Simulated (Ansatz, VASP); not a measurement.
**BAs in VASP and in Ansatz**

```
As B
1.0
     0.00000    2.38850    2.38850
     2.38850    0.00000    2.38850
     2.38850    2.38850    0.00000
As B
1 1
Direct
  0.75000 0.75000 0.75000
  0.00000 0.00000 0.00000
```

Alike in both runs: task relaxation of cell and atoms; functional RPBE; dispersion D4; k mesh 10 × 10 × 10; occupations fermi-dirac, width 0.05 eV; no spin polarisation.

|  | VASP | Ansatz |
| --- | --- | --- |
| version | VASP 6.6.1 | Ansatz 0.2.0 |
| potentials or method | VASP PAW PBE potentials, release 64 (As, B), cutoff 600 eV | all-electron LAPW, scalar-relativistic |

|  | VASP | Ansatz | Ansatz less VASP |
| --- | --- | --- | --- |
| relaxed volume (Å³/atom) | 13.22 | 13.15 | -0.065 |
| relaxed cell length with the largest relative difference (Å) | 3.344 | 3.338 | -0.0055 |
| energy change over the relaxation (meV/atom) | -5 | -7 | -1.8 |

Ansatz ran all-electron here, so the differences hold the error of VASP's frozen core and of both bases.

Caveats: the PAW data sets were made with another functional, which shifts forces and pressure a little (VASP). RPBE gaps usually lie below the measured ones, often by a third to a half. A k mesh can miss the band edges.
